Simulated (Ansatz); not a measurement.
# TaN: stress in a strained cell

TaN is deformed so: zz strain of -1 %. What stress and forces result, by LAPW, PAW and all-electron datasets made for the crystal?

Computed with Ansatz 0.2.0 (DFT PBE, scalar-relativistic, unless a step's input says otherwise).

### Step 1. Starting point

The structure is cubic, space group Fm-3m (No. 225). The conventional cell has a = 4.358 Å, b = 4.358 Å, c = 4.358 Å, α = 90.00°, β = 90.00°, γ = 90.00°. Ta (site symmetry m-3m) is surrounded by 6 N at 2.18 Å. N (site symmetry m-3m) is surrounded by 6 Ta at 2.18 Å.

As a file:

```
CELL_PARAMETERS angstrom
0.00000 2.17900 2.17900
2.17900 0.00000 2.17900
2.17900 2.17900 0.00000
ATOMIC_POSITIONS crystal
Ta 0.50000 0.50000 0.50000
N 0.00000 0.00000 0.00000
```

Atoms are numbered in the order of the input: Ta1, N2.

### Step 2. After the deformation

Space group Fm-3m before, I4/mmm after.

### Step 3. All-electron LAPW

input.yaml

```yaml
crystal:
  lattice:
    - [0.0, 2.179, 2.15721]
    - [2.179, 0.0, 2.15721]
    - [2.179, 2.179, 0.0]
  atoms:
    - { symbol: Ta, position: [0.5, 0.5, 0.5] }
    - { symbol: "N", position: [0.0, 0.0, 0.0] }
kpoints:
  mp_grid: { grid: [9, 9, 9] }
  band_path:
    path:
      - [0.0, 0.0, 0.0]
      - [0.0, 0.5, 0.5]
      - [0.25, 0.75, 0.5]
      - [0.0, 0.5, 0.0]
      - [0.0, 0.0, 0.0]
      - [0.5, 0.5, 0.0]
      - [0.3775380063, 0.6224619937, 0.0]
      - [-0.3775380063, 0.3775380063, 0.0]
      - [0.0, 0.0, 0.0]
    npoints: 5
scf:
  occupations: { method: fermi_dirac, width: 0.02 }
hamiltonian:
  xc: pbe
  pseudopotentials: { kind: all_electron, lapw: { basis_error: 0.0005 } }
output:
  forces: true
  stress: true
  eigenvalues: true
```

Launch:

```console
$ ansatz run input.yaml --threads 1 --pin off --max-ram 3072MiB --backend cpu --events-out ev --progress --plain --runs-dir out
```

### Step 4. PAW on the default files

input.yaml

```yaml
crystal:
  lattice:
    - [0.0, 2.179, 2.15721]
    - [2.179, 0.0, 2.15721]
    - [2.179, 2.179, 0.0]
  atoms:
    - { symbol: Ta, position: [0.5, 0.5, 0.5] }
    - { symbol: "N", position: [0.0, 0.0, 0.0] }
kpoints:
  mp_grid: { grid: [9, 9, 9] }
scf:
  occupations: { method: fermi_dirac, width: 0.02 }
hamiltonian:
  xc: pbe
  pseudopotentials: { kind: paw }
output:
  forces: true
  stress: true
  eigenvalues: true
  efg: { contact_densities: true }
```

### Step 5. All-electron PAW on datasets made for the crystal

input.yaml, as its differences from that of step 4:

```diff
@@ -14,3 +14,3 @@
   xc: pbe
-  pseudopotentials: { kind: paw }
+  pseudopotentials: { kind: all_electron, datasets: crystal }
 output:
```

(Steps that only read results are left out.)

Before running it: what results should come out? Wanted: pressure; largest shear or deviatoric stress.

**Answer**, as computed:

```
                                 quantity                                              value
                                 pressure  LAPW 18.61, PAW 18.59, crystal datasets 18.61 GPa
largest shear or deviatoric stress (LAPW)                                           5.73 GPa
```

**Reading.** The largest part of the stress beyond the pressure is 5.73 GPa in size, in the zz component; the atoms are carried along and not relaxed. No run of the undeformed cell stands beside it, so the pressure holds what the given cell had before the change. PAW: stress within 0.05 GPa of LAPW. Crystal datasets: stress within 0.01 GPa of LAPW. Spin-orbit coupling is left out, though the cell holds Ta; in elements this heavy it can shift bands and gaps by tenths of an eV.
